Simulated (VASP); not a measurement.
Here is a VASP 6.6.1 calculation.

INCAR

```
PREC = Accurate
ENCUT = 600
EDIFF = 1E-7
ISMEAR = 0
SIGMA = 0.03
LREAL = F
LASPH = T
NELM = 80
ALGO = Normal
ISIF = 3
LWAVE = F
LCHARG = F
IBRION = 2
NSW = 90
EDIFFG = -0.005
```

KPOINTS

```
regular mesh
0
Gamma
  8 8 8
```

File POSCAR:

```
PbSe                                    
1.0
   -0.0000000000      3.0229038105      3.0229038105
    3.0229038105     -0.0000000000      3.0229038105
    3.0229038105      3.0229038105      0.0000000000
  Pb              Se            
     1     1
Direct
     0.0000000000000000    0.0000000000000000    0.0000000000000000
     0.5000000000000000    0.5000000000000000    0.5000000000000000
```

Potentials or basis: VASP PAW LDA potentials, release 64 (Pb_d, Se).

Run with:

```sh
$ cat potpaw_LDA.64/Pb_d/POTCAR potpaw_LDA.64/Se/POTCAR > POTCAR
$ mpirun -np 1 vasp_std > vasp.out
```

Task: Predict the band gap on the k mesh.

Result: 0.03 eV, direct.

Final structure:
```cif
data_structure
_symmetry_space_group_name_H-M 'P 1'
_symmetry_Int_Tables_number 1
_cell_length_a 4.2750
_cell_length_b 4.2750
_cell_length_c 4.2750
_cell_angle_alpha 60.000
_cell_angle_beta 60.000
_cell_angle_gamma 60.000
_cell_volume 55.25
loop_
_atom_site_label
_atom_site_type_symbol
_atom_site_fract_x
_atom_site_fract_y
_atom_site_fract_z
_atom_site_occupancy
Pb1 Pb 0.00000 0.00000 0.00000 1
Se1 Se 0.50000 0.50000 0.50000 1
```

Caveat: the relaxation stopped at its first step, so nothing moved; spin-orbit coupling is left out, which as a rule narrows the gap of such compounds by several tenths of an eV. A k mesh can miss the band edges.
